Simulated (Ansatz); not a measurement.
# MgSe: the band gap up the ladder of functionals

One table from this session's results is given with a row withheld; the runs are named, their logs left out.

The runs shown are made with Ansatz 0.2.0. PAW datasets, plane waves. Computed at 0 K without zero-point motion; spin polarisation is off.

### The cell

The cell was relaxed beforehand with r2SCAN.

Space group Fm-3m (No. 225), cubic; a = 5.473 Å in the conventional setting, 20.49 Å³ an atom. Around Mg lie 6 Se at 2.74 Å; around Se lie 6 Mg at 2.74 Å.

Structure file:

Space group Fm-3m (No. 225). a = 5.473 Å, b = 5.473 Å, c = 5.473 Å, α = 90.00°, β = 90.00°, γ = 90.00°
```tsv
atom	site	symmetry	x	y	z
Mg	4a	m-3m	0.0000	0.0000	0.0000
Se	4b	m-3m	0.5000	0.0000	0.0000
```

The first run:

input.yaml reads:

```yaml
crystal:
  lattice:
    - [0.0, 2.7362727707, 2.7362727707]
    - [2.7362727707, 0.0, 2.7362727707]
    - [2.7362727707, 2.7362727707, 0.0]
  atoms:
    - { symbol: Mg, position: [0.0, 0.0, 0.0] }
    - { symbol: Se, position: [0.5, 0.5, 0.5] }
kpoints:
  mp_grid: { grid: [8, 8, 8] }
  band_path:
    path:
      - [[0.0, 0.0, 0.0], [0.5, 1.408256933011e-34, 0.5], [0.625, 0.25, 0.625]]
      - [[0.375, 0.375, 0.75], [0.0, 0.0, 0.0], [0.5, 0.5, 0.5], [0.5, 0.25, 0.75], [0.5, 1.408256933011e-34, 0.5]]
    npoints: 10
hamiltonian:
  xc: pbe
scf:
  occupations: { method: fermi_dirac, width: 0.02 }
  n_extra_bands: 4
output:
  forces: true
  stress: true
  eigenvalues: true
```

Command:

```
ansatz run input.yaml --threads 2 --pin off --max-ram 29491MiB --backend cpu --events-out ev --progress --plain --runs-dir out
```

Steps of the session up to this table: Band structure with PBE; r2SCAN; HSE06; PBE+SOC at the same geometry; Single point with PBE0; LDA; G0W0 on PBE; One-shot GW from PBE; DDH-PBE0; HSE06+SOC at the same geometry; LC-ωPBE at the same geometry; Single point with r2SCANh.

One of the session's tables, all rows but one given; the rest of the session is left out.

| level | gap (eV) |
| --- | --- |
| PBE | 1.80 |
| r2SCAN | 2.48 |
| HSE06 | 2.66 |
| PBE+SOC | 1.67 |
| PBE0 | 3.35 |
| LDA | 1.64 |
| G0W0@PBE (122 empty bands) | 2.89 |
| G0W0@PBE (303 empty bands) | 3.04 |
| DDH-PBE0 | 2.73 |
| HSE06+SOC | 2.50 |
| LC-ωPBE | 7.35 |
| r2SCANh | ? |

Q: Estimate the row for r2SCANh from the others.

**Answer.** gap (eV): 3.00. In the column «gap (eV)» it lies between G0W0@PBE (122 empty bands) (2.89) and G0W0@PBE (303 empty bands) (3.04).

Meshes: PBE 8×8×8, r2SCAN 8×8×8, HSE06 6×6×6, PBE+SOC 8×8×8, PBE0 6×6×6, LDA 8×8×8, DDH-PBE0 6×6×6, HSE06+SOC 4×4×4, LC-ωPBE 6×6×6, r2SCANh 6×6×6.

Against G0W0@PBE, PBE is short by 1.24 eV, at 59 % of it, and r2SCAN 82 %. PBE0 lies 0.69 eV above HSE06, which differs from it by screening the long-range exchange. The G0W0 figures hold for the stated bands, cutoff and mesh and aren't extrapolated.

To keep in mind: Warnings in the runs' records: stress scf threshold loose, stress exchange threshold loose.
